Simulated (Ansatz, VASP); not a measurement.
## Nb: VASP beside Ansatz

```xyz
1
Lattice="0.0000 2.0718 2.0718 2.0718 0.0000 2.0718 2.0718 2.0718 0.0000" Properties=species:S:1:pos:R:3 pbc="T T T"
Nb    0.0000    0.0000    0.0000
```

Change from the starting cell: volume scaled by 0.94.

Alike in both runs: task single point; functional PBEsol; k mesh 13 × 13 × 13; occupations fermi-dirac, width 0.08 eV; no spin polarisation.

|  | VASP | Ansatz |
| --- | --- | --- |
| version | VASP 6.6.1 | Ansatz 0.2.0 |
| potentials or method | VASP PAW PBE potentials, release 64 (Nb_sv), cutoff 520 eV | all-electron LAPW, scalar-relativistic |

```tsv
	VASP	Ansatz	Ansatz less VASP
pressure (GPa)	3.6	3.9	+0.29
```

Ansatz ran all-electron here, so the differences hold the error of VASP's frozen core and of both bases.

Caveats: the PAW data sets were made with another functional, which shifts forces and pressure a little (VASP).
